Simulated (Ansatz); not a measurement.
# Ge: the cost of one run

Computed with Ansatz 0.2.0 (DFT PBE, scalar-relativistic, plane waves, PAW, unless a step's input says otherwise).

4 further runs of the same task are left out: 4 set aside as unsound or not needed.

## 1. Starting point

The structure is cubic, space group Fd-3m (No. 227). Conventional cell: a = 5.764 Å, b = 5.764 Å, c = 5.764 Å, α = 90.00°, β = 90.00°, γ = 90.00°. Ge (site symmetry -43m) is surrounded by 4 Ge at 2.50 Å.

Coordinates:

```cif
data_structure
_symmetry_space_group_name_H-M 'P 1'
_symmetry_Int_Tables_number 1
_cell_length_a 4.0755
_cell_length_b 4.0755
_cell_length_c 4.0755
_cell_angle_alpha 60.000
_cell_angle_beta 60.000
_cell_angle_gamma 60.000
_cell_volume 47.87
loop_
_atom_site_label
_atom_site_type_symbol
_atom_site_fract_x
_atom_site_fract_y
_atom_site_fract_z
_atom_site_occupancy
Ge1 Ge 0.50000 0.50000 0.50000 1
Ge2 Ge 0.75000 0.75000 0.75000 1
```

It is the result of an earlier relaxation at this level (volume 23.93 Å³/atom; gap on the mesh: none (metal)).

## 2. Phonons at Γ, at rest

File input.yaml:

```yaml
crystal:
  lattice:
    - [0.0, 2.8818279658, 2.8818279658]
    - [2.8818279658, 0.0, 2.8818279658]
    - [2.8818279658, 2.8818279658, 0.0]
  atoms:
    - { symbol: Ge, position: [0.5, 0.5, 0.5] }
    - { symbol: Ge, position: [0.75, 0.75, 0.75] }
basis:
  ecutwfc: 420
kpoints:
  mp_grid: { grid: [14, 14, 14] }
hamiltonian:
  xc: pbe
scf:
  occupations: { method: fermi_dirac, width: 0.15 }
output:
  eigenvalues: true
phonons:
  method: dfpt
  eigenvectors: true
```

Command:

```sh
> ansatz run input.yaml --threads 1 --pin off --max-ram 3072MiB --backend cpu --events-out ev --progress --plain --runs-dir out
```

What time and memory should one allow on 1 thread of Arm Neoverse V2, shared host?

About 37 s, with a peak of 0.92 GiB.
